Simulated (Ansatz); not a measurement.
AgCl: changing the functional

Symmetry: Fm-3m, No. 225, cubic system. The conventional cell has a = 5.470 Å, b = 5.470 Å, c = 5.470 Å, α = 90.00°, β = 90.00°, γ = 90.00°. Ag (site symmetry m-3m) has 6 Cl at 2.73 Å as nearest neighbours. Cl (site symmetry m-3m) has 6 Ag at 2.73 Å as nearest neighbours.

Kept alike: task projected density of states; k mesh 5 × 5 × 5; occupations fermi-dirac, width 0.05 eV; no spin polarisation. Program: Ansatz, Ansatz PAW. Cutoffs run from 420 to 500 eV. The mesh is that of the run's cell of 2 atoms. No spin-orbit coupling.

| functional | pressure (GPa) |
| --- | --- |
| BLYP | 8.09 |
| HSE06 | 3.68 |
| LDA | -3.73 |
| PBE | 3.97 |
| PBE0 | 3.58 |
| PBEsol | -0.63 |
| RPBE | 7.26 |
| r2SCAN | 2.32 |
| r2SCAN0 | 2.69 |
| revPBE | 6.36 |

Pressure is positive in compression, with a Pulay correction for the finite cutoff. All rows use potentials made for PBE.

The pressure runs from -3.73 (LDA) to 8.09 GPa (BLYP). From PBE: BLYP +4.12; HSE06 -0.29; LDA -7.70; PBE0 -0.39; PBEsol -4.60; RPBE +3.29; r2SCAN -1.65; r2SCAN0 -1.28; revPBE +2.39. A positive pressure means that the functional's own cell is larger than the one given, a negative one that it is smaller.
